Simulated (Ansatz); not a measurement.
# C: moving C off its site

C, P6_3/mmc, a = 2.465 Å, c = 20.606 Å. Ansatz: PBE+D3(BJ), PAW, 420 eV, Γ-centred 18×18×2 mesh on 12 atoms, Gaussian smearing 0.15 eV; no spin polarisation.

```yaml
crystal:
  lattice:
    - [2.46488, 0.00000, 0.00000]
    - [-1.23244, 2.13465, 0.00000]
    - [0.00000, 0.00000, 20.60609]
  atoms:
    - { symbol: C, position: [0.66667, 0.33333, 0.95199] }
    - { symbol: C, position: [0.66667, 0.33333, 0.45201] }
    - { symbol: C, position: [0.66667, 0.33333, 0.77932] }
    - { symbol: C, position: [0.66667, 0.33333, 0.27934] }
    - { symbol: C, position: [0.00000, 0.00000, 0.61567] }
    - { symbol: C, position: [0.33333, 0.66667, 0.27932] }
    - { symbol: C, position: [0.00000, 0.00000, 0.11567] }
    - { symbol: C, position: [0.66667, 0.33333, 0.61567] }
    - { symbol: C, position: [0.33333, 0.66667, 0.77934] }
    - { symbol: C, position: [0.33333, 0.66667, 0.11567] }
    - { symbol: C, position: [0.33333, 0.66667, 0.45199] }
    - { symbol: C, position: [0.33333, 0.66667, 0.95201] }
```

Atom 1 (C) moves by x along the unit vector (-0.500, -0.866, 0.000), with its periodic images; all else is held. y is the free energy of the cell over the start, F the force along the path summed over the moved atoms. Symmetry makes y even in x.

```tsv
x (Å)	y (meV)	F (eV/Å)
-0.1000	?	?
-0.0500	67.2	2.69
0.0000	0.0	0.00
0.0125	4.2	-0.67
0.0250	16.8	-1.34
0.0375	37.8	-2.02
0.0625	105.1	-3.37
0.0750	151.5	-4.05
0.0875	206.3	-4.72
```

Question: Fit y = c2 x² + c4 x⁴ to the energies of the other rows, give the force constant, and predict energy and force of the missing row.

Answer: Least squares on the rows shown. y = 26865 x² + 10727 x⁴. The force constant is 2 c2 = 53.7 eV/Å² (for all images moving together, not for a lone atom). The force −dy/dx at the missing row is 5.42 eV/Å (computed 5.39). At x = -0.1000 the fit asked for gives 269.7 meV. The run gave 269.5 meV, so the fit is 0.2 meV too high, a small miss on the scale of the series.

Cost: 9 runs of about 33 core-minutes in all, on Intel Xeon Processor @ 2.50GHz (Skylake/Cascade Lake) (shared hosts).